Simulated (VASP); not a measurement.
# TiC3 (P6/mmm) in VASP: density of states with PBE

Aim: the density of states of TiC3 with PBE.

Program: VASP 6.6.1. These are calculated values, not measurements. Logs are shortened: lines on timing, memory, paths and dates and some standing lists are left out, and cuts for length are marked.

### 1 The structure

The structure is hexagonal, space group P6/mmm (No. 191). The conventional cell has a = 4.482 Å, b = 4.482 Å, c = 3.779 Å, α = 90.00°, β = 90.00°, γ = 120.00°. Ti (site symmetry -6m2) is surrounded by 12 C at 2.41 Å and 3 Ti at 2.59 Å. C (site symmetry m2m) is surrounded by 3 C at 1.49 to 1.50 Å.

The cell was built by a generator and needn't be a form met in nature.

### 2 Density of states, PBE

Input file POSCAR:

```
TiC3                                    
1.0
    4.4816671333      0.0000000000      0.0000000000
   -2.2408335717      3.8812375912      0.0000000000
    0.0000000000      0.0000000000      3.7793977210
  Ti              C             
     2     6
Direct
     0.3333333300000021    0.6666666699999979    0.0000000000000000
     0.6666666699999979    0.3333333300000021    0.0000000000000000
     0.6678366773678022    0.0000000000000000    0.5000000000000000
     0.6678366773678022    0.6678366773678022    0.5000000000000000
     0.0000000000000000    0.3321633226321978    0.5000000000000000
     0.3321633226321978    0.3321633226321978    0.5000000000000000
     0.3321633226321978    0.0000000000000000    0.5000000000000000
     0.0000000000000000    0.6678366773678022    0.5000000000000000
```

Input file INCAR.step1:

```
SYSTEM = TiC3
PREC = Accurate ; ENCUT = 520
EDIFF = 1E-6 ; ISMEAR = 0
SIGMA = 0.1 ; LREAL = .FALSE.
LASPH = .TRUE. ; NELM = 100
ALGO = Fast ; ISIF = 2
LWAVE = .FALSE. ; LCHARG = .TRUE.
LMAXMIX = 4 ; GGA = PE
NBANDS = 34 ; KPAR = 4
```

Input file KPOINTS.step1:

```
Automatic mesh
0
G
  8 8 8
  0 0 0
```

Input file INCAR.step2:

```
SYSTEM = TiC3
PREC = Accurate ; ENCUT = 520
EDIFF = 1E-6 ; ISMEAR = -5
SIGMA = 0.1 ; LREAL = .FALSE.
LASPH = .TRUE. ; NELM = 100
ALGO = Fast ; ISIF = 2
LWAVE = .FALSE. ; LCHARG = .FALSE.
LMAXMIX = 4 ; GGA = PE
LORBIT = 11 ; NBANDS = 34
KPAR = 4 ; NEDOS = 2001
ICHARG = 11
```

Input file KPOINTS.step2:

```
Automatic mesh
0
G
  12 12 12
  0 0 0
```

Potentials or basis: VASP PAW PBE potentials, release 64 (Ti_sv, C).

Command:

```console
> cat potpaw_PBE.64/Ti_sv/POTCAR potpaw_PBE.64/C/POTCAR > POTCAR
> cp INCAR.step1 INCAR
> cp KPOINTS.step1 KPOINTS
> mpirun -np 4 vasp_std > vasp.out
> cp INCAR.step2 INCAR
> cp KPOINTS.step2 KPOINTS
> mpirun -np 4 vasp_std > vasp.out
```

OUTCAR:

```text
SYSTEM = TiC3
   PREC = Accurate
   ENCUT = 520
   EDIFF = 1E-6
   ISMEAR = -5
   LREAL = .FALSE.
   LASPH = .TRUE.
   NELM = 100
   ISIF = 2
   GGA = PE
   LORBIT = 11
   ICHARG = 11

 ion  position               nearest neighbor table
   1  0.333  0.667  0.000-   8 2.41   8 2.41   7 2.41   7 2.41   3 2.41   3 2.41   5 2.41   5 2.41
                             4 2.41   4 2.41   6 2.41   6 2.41   2 2.59   2 2.59   2 2.59
   2  0.667  0.333  0.000-   5 2.41   5 2.41   3 2.41   3 2.41   7 2.41   7 2.41   8 2.41   8 2.41
                             6 2.41   6 2.41   4 2.41   4 2.41   1 2.59   1 2.59   1 2.59
   3  0.668  0.000  0.500-   5 1.49   4 1.49   7 1.50   2 2.41   2 2.41   1 2.41   1 2.41
   4  0.668  0.668  0.500-   8 1.49   3 1.49   6 1.50   1 2.41   1 2.41   2 2.41   2 2.41
   5  0.000  0.332  0.500-   3 1.49   6 1.49   8 1.50   2 2.41   2 2.41   1 2.41   1 2.41
   6  0.332  0.332  0.500-   5 1.49   7 1.49   4 1.50   2 2.41   2 2.41   1 2.41   1 2.41
   7  0.332  0.000  0.500-   8 1.49   6 1.49   3 1.50   1 2.41   1 2.41   2 2.41   2 2.41
   8  0.000  0.668  0.500-   7 1.49   4 1.49   5 1.50   1 2.41   1 2.41   2 2.41   2 2.41

  LATTYP: Found a hexagonal cell.
 ALAT       =     4.4816671333
 C/A-ratio  =     0.8433017466

  Lattice vectors:

 A1 = (   4.4816671333,   0.0000000000,   0.0000000000)
 A2 = (  -2.2408335717,   3.8812375912,   0.0000000000)
 A3 = (   0.0000000000,   0.0000000000,   3.7793977210)

Analysis of symmetry for initial positions (statically):
=====================================================================
 Subroutine PRICEL returns:
 Original cell was already a primitive cell.

 Routine SETGRP: Setting up the symmetry group for a
 hexagonal supercell.

 Subroutine GETGRP returns: Found 24 space group operations
 (whereof 24 operations were pure point group operations)
 out of a pool of 24 trial point group operations.

The static configuration has the point symmetry D_6h.

Analysis of symmetry for dynamics (positions and initial velocities):
=====================================================================
 Subroutine PRICEL returns:
 Original cell was already a primitive cell.

 Routine SETGRP: Setting up the symmetry group for a
 hexagonal supercell.

 Subroutine GETGRP returns: Found 24 space group operations
 (whereof 24 operations were pure point group operations)
 out of a pool of 24 trial point group operations.

The dynamic configuration has the point symmetry D_6h.

 Subroutine INISYM returns: Found 24 space group operations
 (whereof 24 operations are pure point group operations),
 and found     1 'primitive' translations

----------------------------------------------------------------------------------------

                                     Primitive cell

  volume of cell :      65.7404

  direct lattice vectors                    reciprocal lattice vectors
     4.481667133  0.000000000  0.000000000     0.223131252  0.128824889  0.000000000
    -2.240833572  3.881237591  0.000000000     0.000000000  0.257649777  0.000000000
     0.000000000  0.000000000  3.779397721     0.000000000  0.000000000  0.264592423

  length of vectors
     4.481667133  4.481667138  3.779397721     0.257649777  0.257649777  0.264592423

  position of ions in fractional coordinates (direct lattice)
     0.333333330  0.666666670  0.000000000
     0.666666670  0.333333330  0.000000000
     0.667836677  0.000000000  0.500000000
     0.667836677  0.667836677  0.500000000
     0.000000000  0.332163323  0.500000000
     0.332163323  0.332163323  0.500000000
     0.332163323  0.000000000  0.500000000
     0.000000000  0.667836677  0.500000000

  ion indices of the primitive-cell ions
   primitive index   ion index
                 1           1
                 2           2
                 3           3
                 4           4
                 5           5
                 6           6
                 7           7
                 8           8

----------------------------------------------------------------------------------------

 KPOINTS: Automatic mesh

Automatic generation of k-mesh.
 Grid dimensions read from file:
 generate k-points for:   12   12   12

 Generating k-lattice:

  Cartesian coordinates                     Fractional coordinates (reciprocal lattice)
     0.018594271  0.010735407  0.000000000     0.083333333 -0.000000000  0.000000000
     0.000000000  0.021470815  0.000000000     0.000000000  0.083333333  0.000000000
     0.000000000  0.000000000  0.022049369     0.000000000  0.000000000  0.083333333

  Length of vectors
     0.021470815  0.021470815  0.022049369

  Shift w.r.t. Gamma in fractional coordinates (k-lattice)
     0.000000000  0.000000000  0.000000000

 TETIRR: Found   1758 inequivalent tetrahedra from    10368

 Subroutine IBZKPT returns following result:
 ===========================================

 Found    133 irreducible k-points:

 Following reciprocal coordinates:
            Coordinates               Weight
  0.000000  0.000000  0.000000      1.000000
  0.083333 -0.000000  0.000000      6.000000
  0.166667  0.000000  0.000000      6.000000
  0.250000  0.000000  0.000000      6.000000
  0.333333  0.000000  0.000000      6.000000
  0.416667  0.000000  0.000000      6.000000
[... 16 lines left out ...]
  0.250000  0.000000  0.083333     12.000000
  0.333333  0.000000  0.083333     12.000000
 [... further k-points ...]
   k-points           NKPTS =    133   k-points in BZ     NKDIM =    133   number of bands    NBANDS=     34
   number of dos      NEDOS =   2001   number of ions     NIONS =      8
   total plane-waves  NPLWV =  36288
   dimension x,y,z NGX =    36 NGY =   36 NGZ =   28
   dimension x,y,z NGXF=    72 NGYF=   72 NGZF=   56
   ions per type =               2   6
   NGX,Y,Z   is equivalent  to a cutoff of  13.35, 13.35, 12.32 a.u.
   NGXF,Y,Z  is equivalent  to a cutoff of  26.71, 26.71, 24.63 a.u.
 SYSTEM =  TiC3
   PREC   = accura    normal or accurate (medium, high low for compatibility)
   ISTART =      0    job   : 0-new  1-cont  2-samecut
   ICHARG =     11    charge: 1-file 2-atom 10-const
   ISPIN  =      1    spin polarized calculation?
   LNONCOLLINEAR =      F non collinear calculations
   LSORBIT =      F    spin-orbit coupling
   LASPH  =      T    aspherical Exc in radial PAW
   ENCUT  =  520.0 eV  38.22 Ry    6.18 a.u.   8.33  8.33  7.03*2*pi/ulx,y,z
   NELM   =    100;   NELMIN=  2; NELMDL=  0     # of ELM steps
   EDIFF  = 0.1E-05   stopping-criterion for ELM
   LREAL  =      F    real-space projection
   EDIFFG = 0.1E-04   stopping-criterion for IOM
   NSW    =      0    number of steps for IOM
   IBRION =     -1    ionic relax: 0-MD 1-quasi-New 2-CG
   NFREE  =      0    steps in history (QN), initial steepest desc. (CG)
   ISIF   =      2    stress and relaxation
   ISYM   =      2    0-nonsym 1-usesym 2-fastsym
   POTIM  = 0.5000    time-step for ionic-motion
   TEBEG  =    0.0;   TEEND  =   0.0 temperature during run
   PSTRESS=    0.0 pullay stress
   NELECT =      48.0000    total number of electrons
   NUPDOWN=      -1.0000    fix difference up-down
   EMIN   =  10.00;   EMAX   =-10.00  energy-range for DOS
   EFERMI =   0.00;   METHOD = LEGACY
   ISMEAR =    -5;   SIGMA  =   0.10  broadening in eV -4-tet -1-fermi 0-gaus
   EFERMI_NEDOS =   21; number of points for ismear=-14 and -15
   IALGO  =     68    algorithm
   IMIX   =      4    mixing-type and parameters
     AMIX     =   0.40;   BMIX     =  1.00
     AMIX_MAG =   1.60;   BMIX_MAG =  1.00
  volume/ion in A,a.u.               =       8.22        55.45
  Fermi-wavevector in a.u.,A,eV,Ry     =   1.474159  2.785757 29.567444  2.173146
  Thomas-Fermi vector in A             =   2.588965
   LORBIT       =     11    0 simple, 1 ext, 2 COOP (PROOUT), +10 PAW based schemes
   GGA     = PE    functional components
   LHFCALC =     F    Hartree Fock is set to
   AEXX    =    0.0000 exact exchange contribution
   IVDW    =     0    specifies the selected vdW correction
   LEPSILON=     F    determine dielectric tensor
   LRPA    =     F    only Hartree local field effects (RPA)
 non-spin polarized calculation
 RMM-DIIS sequential band-by-band and
 Fermi weights with tetrahedron method with Bloechl corrections
  energy-cutoff  :      520.00
  volume of cell :       65.74
 maximum number of plane-waves:      1804
 NGX is ok and might be reduce to    36

 number of electron      48.0000012 magnetization

 Free energy of the ion-electron system (eV)
  ---------------------------------------------------
  ext. energy  EPLUGINS =         0.00000000
  ---------------------------------------------------
  free energy    TOTEN  =       -68.33549727 eV

  energy without entropy =      -68.33549727  energy(sigma->0) =      -68.33549727

 E-fermi :  11.1634     XC(G=0): -12.4998

 val. band max:       11.2101067768   @ k =   0.3333   0.3333   0.1667
 cond. band min:      11.1501513560   @ k =   0.4167   0.1667   0.4167
 fundamental gap:     -0.0599554208
 Fermi energy:        11.1634298713

 k-point     1 :       0.0000    0.0000    0.0000
  band No.  band energies     occupation
      1     -46.0898      2.00000
      2     -45.8561      2.00000
      3     -22.6620      2.00000
      4     -22.6619      2.00000
      5     -22.6045      2.00000
      6     -22.3661      2.00000
[... 26 lines left out ...]
     33      15.6165      0.00000
     34      15.6295      0.00000
[... 820 lines left out ...]
      4     -22.5611      2.00000
      5     -22.5554      2.00000
      6     -22.4211      2.00000
[... 26 lines left out ...]
     33      15.3034      0.00000
     34      16.4711      0.00000

 [... further k-points ...]

------------------------ aborting loop because EDIFF is reached ----------------------------------------

  FORCE on cell =-STRESS in cart. coord.  units (eV):
  Direction    XX          YY          ZZ          XY          YZ          ZX
  --------------------------------------------------------------------------------------
  -------------------------------------------------------------------------------------
  Total       -0.0030078     -0.0030078      0.0948020      0.0000000      0.0000000      0.0000000
  in kB       -0.0733049     -0.0733049      2.3104459      0.0000000      0.0000000      0.0000000
  external PRESSURE =       0.7212787 kB  Pullay stress =       0.0000000 kB

 VOLUME and BASIS-vectors are now :
 -----------------------------------------------------------------------------
  energy-cutoff  :      520.00
  volume of cell :       65.74
      direct lattice vectors                 reciprocal lattice vectors
     4.481667133  0.000000000  0.000000000     0.223131252  0.128824889  0.000000000
    -2.240833572  3.881237591  0.000000000     0.000000000  0.257649777  0.000000000
     0.000000000  0.000000000  3.779397721     0.000000000  0.000000000  0.264592423

 POSITION                                       TOTAL-FORCE (eV/Angst)
 -----------------------------------------------------------------------------------
     -0.00000      2.58749      0.00000        -0.000000      0.000000     -0.000000
      2.24083      1.29375      0.00000        -0.000000     -0.000000     -0.000000
      2.99302      0.00000      1.88970         0.002110     -0.000000      0.000000
      1.49651      2.59203      1.88970         0.001055      0.001827     -0.000000
     -0.74432      1.28920      1.88970         0.001055     -0.001827      0.000000
      0.74432      1.28920      1.88970        -0.001055     -0.001827      0.000000
      1.48865      0.00000      1.88970        -0.002110      0.000000      0.000000
     -1.49651      2.59203      1.88970        -0.001055      0.001827     -0.000000
 -----------------------------------------------------------------------------------
    total drift:                               -0.000000      0.000000      0.000000

  FREE ENERGIE OF THE ION-ELECTRON SYSTEM (eV)
  ---------------------------------------------------
  free  energy   TOTEN  =       -68.3354972736 eV

  energy  without entropy=      -68.3354972736  energy(sigma->0) =      -68.33549727

 total charge

# of ion       s       p       d       tot
------------------------------------------
    1        2.168   6.111   2.264  10.543
    2        2.168   6.111   2.264  10.543
    3        0.815   1.731   0.000   2.546
    4        0.815   1.731   0.000   2.546
    5        0.815   1.731   0.000   2.546
    6        0.815   1.731   0.000   2.546
    7        0.815   1.731   0.000   2.546
    8        0.815   1.731   0.000   2.546
--------------------------------------------------
tot          9.229  22.608   4.527  36.364
```

Wall time 96 s (4 MPI ranks of AMD EPYC 9R45 (Zen 5), shared host); peak memory 0.33 GiB.

Results:

```yaml
Valence_electrons_inside_the_program's_atomic_spheres: Ti 10.54; C 2.55
```

Levels at points of the mesh, in eV from the Fermi level:
| k point | band 20 | band 21 | band 22 | band 23 | band 24 | band 25 | band 26 | band 27 | band 28 | band 29 |
| --- | --- | --- | --- | --- | --- | --- | --- | --- | --- | --- |
| (0.00, 0.00, 0.00) | -5.52 | -3.88 | -3.88 | -2.82 | 0.10 | 0.10 | 0.45 | 0.45 | 2.36 | 3.29 |
| (0.50, 0.00, 0.00) | -6.91 | -1.97 | -1.60 | -1.24 | -0.67 | 0.06 | 0.17 | 1.76 | 1.76 | 2.15 |
| (0.00, 0.00, 0.50) | -4.71 | -4.28 | -4.28 | -1.55 | 0.78 | 1.11 | 1.11 | 1.21 | 1.21 | 1.22 |
| (0.50, 0.00, 0.50) | -5.82 | -4.36 | -2.30 | -0.54 | 0.01 | 0.36 | 0.95 | 1.01 | 1.88 | 2.23 |

States per cell in windows of 1 eV (zero at the Fermi level; states under -8 eV left out):
| from (eV) | total | Ti1_d | Ti2_d | C3_p | C7_p | C4_p | C5_p |
| --- | --- | --- | --- | --- | --- | --- | --- |
| -8.0 | 2.61 | 0.06 | 0.06 | 0.23 | 0.23 | 0.23 | 0.23 |
| -7.0 | 2.50 | 0.11 | 0.11 | 0.20 | 0.20 | 0.20 | 0.20 |
| -6.0 | 0.82 | 0.04 | 0.04 | 0.06 | 0.06 | 0.06 | 0.06 |
| -5.0 | 0.23 | 0.02 | 0.02 | 0.01 | 0.01 | 0.01 | 0.01 |
| -4.0 | 1.53 | 0.23 | 0.23 | 0.07 | 0.07 | 0.07 | 0.07 |
| -3.0 | 1.69 | 0.35 | 0.35 | 0.05 | 0.05 | 0.05 | 0.05 |
| -2.0 | 2.29 | 0.63 | 0.63 | 0.04 | 0.04 | 0.04 | 0.04 |
| -1.0 | 2.30 | 0.68 | 0.68 | 0.05 | 0.05 | 0.05 | 0.05 |
| 0.0 | 3.57 | 1.14 | 1.14 | 0.06 | 0.06 | 0.06 | 0.06 |
| 1.0 | 4.58 | 1.68 | 1.68 | 0.05 | 0.05 | 0.05 | 0.05 |
| 2.0 | 4.79 | 1.71 | 1.71 | 0.09 | 0.09 | 0.09 | 0.09 |
| 3.0 | 3.65 | 0.90 | 0.90 | 0.11 | 0.11 | 0.11 | 0.11 |
| 4.0 | 2.35 | 0.33 | 0.33 | 0.10 | 0.10 | 0.10 | 0.10 |
| 5.0 | 0.98 | 0.08 | 0.08 | 0.06 | 0.06 | 0.06 | 0.06 |
| 6.0 | 0.12 | 0.01 | 0.01 | 0.01 | 0.01 | 0.01 | 0.01 |
| 7.0 | 0.00 | 0.00 | 0.00 | 0.00 | 0.00 | 0.00 | 0.00 |

Caveat: tetrahedron occupations give inexact forces and stress in metals.
